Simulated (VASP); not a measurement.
# Zn (P6_3/mmc) in VASP: notebook

Runs on Zn. Level: PBEsol. Tasks: single point.

Everything below comes from runs of VASP 6.6.1. Logs are shortened: lines on timing, memory, paths and dates and some standing lists are left out, and cuts for length are marked.

## (1) The structure

The structure is hexagonal, space group P6_3/mmc (No. 194). The conventional cell has a = 2.593 Å, b = 2.593 Å, c = 4.919 Å, α = 90.00°, β = 90.00°, γ = 120.00°. Zn (site symmetry -6m2) has 12 Zn at 2.59 to 2.88 Å as nearest neighbours.

## (2) Single point, PBEsol

Input file INCAR:

```
PREC = Accurate
ENCUT = 700
EDIFF = 1E-6
ISMEAR = 0
SIGMA = 0.1
LREAL = F
LASPH = T
NELM = 60
ALGO = Normal
ISIF = 2
LWAVE = F
LCHARG = F
GGA = PS
```

Input file KPOINTS:

```
regular mesh
0
Gamma
  18 18 10
```

Input file POSCAR:

```
Zn
1.0
    2.5934600000      0.0000000000      0.0000000000
   -1.2967300000      2.2460100000      0.0000000000
    0.0000000000      0.0000000000      4.9188700000
Zn
2
Direct
    0.3333300000      0.6666700000      0.2500000000
    0.6666700000      0.3333300000      0.7500000000
```

Potentials or basis: VASP PAW PBE potentials, release 64 (Zn).

Launch:

```bash
$ cat potpaw_PBE.64/Zn/POTCAR > POTCAR
$ mpirun -np 1 vasp_std > vasp.out
```

OUTCAR:

```text
PREC = Accurate
   ENCUT = 700
   EDIFF = 1E-6
   ISMEAR = 0
   LREAL = F
   LASPH = T
   NELM = 60
   ISIF = 2
   GGA = PS

 ion  position               nearest neighbor table
   1  0.333  0.667  0.250-   2 2.88   2 2.88   2 2.88   2 2.88   2 2.88   2 2.88
   2  0.667  0.333  0.750-   1 2.88   1 2.88   1 2.88   1 2.88   1 2.88   1 2.88

  LATTYP: Found a hexagonal cell.
 ALAT       =     2.5934600000
 C/A-ratio  =     1.8966438657

  Lattice vectors:

 A1 = (   2.5934600000,   0.0000000000,   0.0000000000)
 A2 = (  -1.2967300000,   2.2460100000,   0.0000000000)
 A3 = (   0.0000000000,   0.0000000000,   4.9188700000)

Analysis of symmetry for initial positions (statically):
=====================================================================
 Subroutine PRICEL returns:
 Original cell was already a primitive cell.

 Routine SETGRP: Setting up the symmetry group for a
 hexagonal supercell.

 Subroutine GETGRP returns: Found  8 space group operations
 (whereof  4 operations were pure point group operations)
 out of a pool of 24 trial point group operations.

The static configuration has the point symmetry C_2h.
 The point group associated with its full space group is D_2h.

Analysis of symmetry for dynamics (positions and initial velocities):
=====================================================================
 Subroutine PRICEL returns:
 Original cell was already a primitive cell.

 Routine SETGRP: Setting up the symmetry group for a
 hexagonal supercell.

 Subroutine GETGRP returns: Found  8 space group operations
 (whereof  4 operations were pure point group operations)
 out of a pool of 24 trial point group operations.

The dynamic configuration has the point symmetry C_2h.
 The point group associated with its full space group is D_2h.

 Subroutine INISYM returns: Found  8 space group operations
 (whereof  4 operations are pure point group operations),
 and found     1 'primitive' translations

----------------------------------------------------------------------------------------

                                     Primitive cell

  volume of cell :      28.6521

  direct lattice vectors                    reciprocal lattice vectors
     2.593460000  0.000000000  0.000000000     0.385585280  0.222616996  0.000000000
    -1.296730000  2.246010000  0.000000000     0.000000000  0.445233993  0.000000000
     0.000000000  0.000000000  4.918870000     0.000000000  0.000000000  0.203298725

  length of vectors
     2.593460000  2.593466717  4.918870000     0.445235146  0.445233993  0.203298725

  position of ions in fractional coordinates (direct lattice)
     0.333330000  0.666670000  0.250000000
     0.666670000  0.333330000  0.750000000

  ion indices of the primitive-cell ions
   primitive index   ion index
                 1           1
                 2           2

----------------------------------------------------------------------------------------

 KPOINTS: regular mesh

Automatic generation of k-mesh.
 Grid dimensions read from file:
 generate k-points for:   18   18   10

 Generating k-lattice:

  Cartesian coordinates                     Fractional coordinates (reciprocal lattice)
     0.021421404  0.012367611  0.000000000     0.055555556 -0.000000000  0.000000000
     0.000000000  0.024735222  0.000000000     0.000000000  0.055555556  0.000000000
     0.000000000  0.000000000  0.020329873     0.000000000  0.000000000  0.100000000

  Length of vectors
     0.024735286  0.024735222  0.020329873

  Shift w.r.t. Gamma in fractional coordinates (k-lattice)
     0.000000000  0.000000000  0.000000000

 Subroutine IBZKPT returns following result:
 ===========================================

 Found    546 irreducible k-points:

 Following reciprocal coordinates:
            Coordinates               Weight
  0.000000  0.000000  0.000000      1.000000
  0.055556  0.000000  0.000000      4.000000
 -0.055556  0.055556  0.000000      2.000000
  0.111111  0.000000  0.000000      4.000000
 -0.111111  0.111111  0.000000      2.000000
  0.166667  0.000000  0.000000      4.000000
[... 16 lines left out ...]
 -0.055556  0.166667  0.000000      4.000000
 -0.166667  0.111111  0.000000      4.000000
 [... further k-points ...]
   k-points           NKPTS =    546   k-points in BZ     NKDIM =    546   number of bands    NBANDS=     16
   number of dos      NEDOS =    301   number of ions     NIONS =      2
   total plane-waves  NPLWV =  24192
   dimension x,y,z NGX =    24 NGY =   24 NGZ =   42
   dimension x,y,z NGXF=    48 NGYF=   48 NGZF=   84
   ions per type =               2
   NGX,Y,Z   is equivalent  to a cutoff of  15.38, 15.38, 14.19 a.u.
   NGXF,Y,Z  is equivalent  to a cutoff of  30.77, 30.77, 28.39 a.u.
 SYSTEM =  unknown system
   PREC   = accura    normal or accurate (medium, high low for compatibility)
   ISTART =      0    job   : 0-new  1-cont  2-samecut
   ICHARG =      2    charge: 1-file 2-atom 10-const
   ISPIN  =      1    spin polarized calculation?
   LNONCOLLINEAR =      F non collinear calculations
   LSORBIT =      F    spin-orbit coupling
   LASPH  =      T    aspherical Exc in radial PAW
   ENCUT  =  700.0 eV  51.45 Ry    7.17 a.u.   5.59  5.59 10.61*2*pi/ulx,y,z
   NELM   =     60;   NELMIN=  2; NELMDL= -5     # of ELM steps
   EDIFF  = 0.1E-05   stopping-criterion for ELM
   LREAL  =      F    real-space projection
   EDIFFG = 0.1E-04   stopping-criterion for IOM
   NSW    =      0    number of steps for IOM
   IBRION =     -1    ionic relax: 0-MD 1-quasi-New 2-CG
   NFREE  =      0    steps in history (QN), initial steepest desc. (CG)
   ISIF   =      2    stress and relaxation
   ISYM   =      2    0-nonsym 1-usesym 2-fastsym
   POTIM  = 0.5000    time-step for ionic-motion
   TEBEG  =    0.0;   TEEND  =   0.0 temperature during run
   PSTRESS=    0.0 pullay stress
   NELECT =      24.0000    total number of electrons
   NUPDOWN=      -1.0000    fix difference up-down
   EMIN   =  10.00;   EMAX   =-10.00  energy-range for DOS
   EFERMI =   0.00;   METHOD = LEGACY
   ISMEAR =     0;   SIGMA  =   0.10  broadening in eV -4-tet -1-fermi 0-gaus
   EFERMI_NEDOS =   21; number of points for ismear=-14 and -15
   IALGO  =     38    algorithm
   IMIX   =      4    mixing-type and parameters
     AMIX     =   0.40;   BMIX     =  1.00
     AMIX_MAG =   1.60;   BMIX_MAG =  1.00
  volume/ion in A,a.u.               =      14.33        96.68
  Fermi-wavevector in a.u.,A,eV,Ry     =   1.543215  2.916253 32.402437  2.381512
  Thomas-Fermi vector in A             =   2.648909
   LORBIT       =      0    0 simple, 1 ext, 2 COOP (PROOUT), +10 PAW based schemes
   GGA     = PS    functional components
   LHFCALC =     F    Hartree Fock is set to
   AEXX    =    0.0000 exact exchange contribution
   IVDW    =     0    specifies the selected vdW correction
   LEPSILON=     F    determine dielectric tensor
   LRPA    =     F    only Hartree local field effects (RPA)
 non-spin polarized calculation
 Gauss-broadening in eV      SIGMA  =   0.10
  energy-cutoff  :      700.00
  volume of cell :       28.65
 maximum number of plane-waves:      1228
   NGX = 11   NGY = 11   NGZ = 21

 number of electron      24.0000022 magnetization

 Free energy of the ion-electron system (eV)
  ---------------------------------------------------
  ext. energy  EPLUGINS =         0.00000000
  ---------------------------------------------------
  free energy    TOTEN  =        -3.17487807 eV

  energy without entropy =       -3.17377060  energy(sigma->0) =       -3.17432433

 E-fermi :   3.3604     XC(G=0): -12.0136

 val. band max:        3.3397864285   @ k =   0.3889   0.3333   0.5000
 cond. band min:       3.4256162427   @ k =  -0.1667   0.1667   0.2000
 fundamental gap:      0.0858298142
 Fermi energy:         3.3603944130

 k-point     1 :       0.0000    0.0000    0.0000
  band No.  band energies     occupation
      1      -7.5374      2.00000
      2      -5.5593      2.00000
      3      -4.7425      2.00000
      4      -4.4578      2.00000
      5      -4.4578      2.00000
      6      -4.4067      2.00000
[... 8 lines left out ...]
     15      20.6369      0.00000
     16      22.0398      0.00000

 k-point     2 :       0.0556    0.0000    0.0000
  band No.  band energies     occupation
      1      -7.4402      2.00000
      2      -5.5119      2.00000
      3      -4.7303      2.00000
      4      -4.4697      2.00000
      5      -4.4330      2.00000
      6      -4.4189      2.00000
[... 8 lines left out ...]
     15      20.0371      0.00000
     16      20.7251      0.00000

 k-point     3 :      -0.0556    0.0556    0.0000
  band No.  band energies     occupation
      1      -7.4402      2.00000
      2      -5.5119      2.00000
      3      -4.7303      2.00000
      4      -4.4697      2.00000
      5      -4.4330      2.00000
      6      -4.4189      2.00000
[... 8 lines left out ...]
     15      20.0371      0.00000
     16      20.7251      0.00000

 k-point     4 :       0.1111    0.0000    0.0000
  band No.  band energies     occupation
      1      -7.1522      2.00000
      2      -5.3818      2.00000
      3      -4.7005      2.00000
      4      -4.4983      2.00000
      5      -4.4450      2.00000
      6      -4.3609      2.00000
[... 8 lines left out ...]
     15      17.2969      0.00000
     16      19.6069      0.00000
[... 324 lines left out ...]
 k-point    22 :       0.1111    0.0556    0.0000
  band No.  band energies     occupation
      1      -6.8702      2.00000
      2      -5.2679      2.00000
      3      -4.6829      2.00000
      4      -4.5190      2.00000
      5      -4.4719      2.00000
      6      -4.2851      2.00000
[... 8 lines left out ...]
     15      17.4496      0.00000
     16      17.5147      0.00000

 k-point    23 :      -0.0556    0.1667    0.0000
  band No.  band energies     occupation
      1      -6.8702      2.00000
      2      -5.2679      2.00000
      3      -4.6829      2.00000
      4      -4.5190      2.00000
      5      -4.4719      2.00000
      6      -4.2851      2.00000
[... 8 lines left out ...]
     15      17.4497      0.00000
     16      17.5147      0.00000

 k-point    24 :      -0.1667    0.1111    0.0000
  band No.  band energies     occupation
      1      -6.8702      2.00000
      2      -5.2679      2.00000
      3      -4.6829      2.00000
      4      -4.5190      2.00000
      5      -4.4719      2.00000
      6      -4.2851      2.00000
[... 8 lines left out ...]
     15      17.4497      0.00000
     16      17.5147      0.00000

 [... further k-points ...]

------------------------ aborting loop because EDIFF is reached ----------------------------------------

  FORCE on cell =-STRESS in cart. coord.  units (eV):
  Direction    XX          YY          ZZ          XY          YZ          ZX
  --------------------------------------------------------------------------------------
  -------------------------------------------------------------------------------------
  Total        0.0210305      0.0209782      0.0113894     -0.0000455      0.0000000      0.0000000
  in kB        1.1759907      1.1730636      0.6368781     -0.0025420      0.0000000      0.0000000
  external PRESSURE =       0.9953108 kB  Pullay stress =       0.0000000 kB

 VOLUME and BASIS-vectors are now :
 -----------------------------------------------------------------------------
  energy-cutoff  :      700.00
  volume of cell :       28.65
      direct lattice vectors                 reciprocal lattice vectors
     2.593460000  0.000000000  0.000000000     0.385585280  0.222616996  0.000000000
    -1.296730000  2.246010000  0.000000000     0.000000000  0.445233993  0.000000000
     0.000000000  0.000000000  4.918870000     0.000000000  0.000000000  0.203298725

 POSITION                                       TOTAL-FORCE (eV/Angst)
 -----------------------------------------------------------------------------------
     -0.00001      1.49735      1.22972         0.000018     -0.000010      0.000000
      1.29674      0.74866      3.68915        -0.000018      0.000010      0.000000
 -----------------------------------------------------------------------------------
    total drift:                                0.000000      0.000000      0.000000

  FREE ENERGIE OF THE ION-ELECTRON SYSTEM (eV)
  ---------------------------------------------------
  free  energy   TOTEN  =        -3.1748780655 eV

  energy  without entropy=       -3.1737706016  energy(sigma->0) =       -3.17432433
```

It took 1.9 min on 1 thread of Intel Xeon Platinum 8488C (Sapphire Rapids), shared host; peak memory 0.42 GiB.

Results:

| Item | Value |
| --- | --- |
| Free energy | -3.1749 eV |
| Pressure | 0.1 GPa |
| Band gap on the k mesh | none (metal or under the smearing width) |

Caveat: the PAW data sets were made with another functional, which shifts forces and pressure a little.

## (3) Single point, PBEsol

Edit INCAR of step 2 so:

```diff
@@ -1,3 +1,3 @@
 PREC = Accurate
-ENCUT = 700
+ENCUT = 520
 EDIFF = 1E-6
```

Input file KPOINTS:

```
regular mesh
0
Gamma
  27 27 14
```

POSCAR is that of step 2.

Potentials or basis: VASP PAW PBE potentials, release 64 (Zn).

Launch:

```bash
$ cat potpaw_PBE.64/Zn/POTCAR > POTCAR
$ mpirun -np 1 vasp_std > vasp.out
```

Wall time 6.6 min (1 thread of Intel Xeon Platinum 8488C (Sapphire Rapids), shared host); peak memory 0.65 GiB.

It converged, with:

```yaml
Free_energy: -3.1702 eV
Pressure: 0.2 GPa
Band_gap_on_the_k_mesh: none (metal or under the smearing width)
```

Stress tensor (GPa, compression positive):
```
 0.64  0.00  0.00
 0.00  0.64  0.00
 0.00  0.00 -0.63
```

Levels at points of the mesh, in eV from the Fermi level:
```csv
k point,band 8,band 9,band 10,band 11,band 12,band 13,band 14,band 15,band 16
"(0.00, 0.00, 0.00)",-7.30,-7.30,-7.09,-7.09,-3.99,-3.17,13.48,17.33,18.74
"(0.00, 0.00, 0.50)",-7.75,-7.18,-7.18,-7.18,-7.18,4.42,4.42,20.06,20.06
```

Caveat: the PAW data sets were made with another functional, which shifts forces and pressure a little.
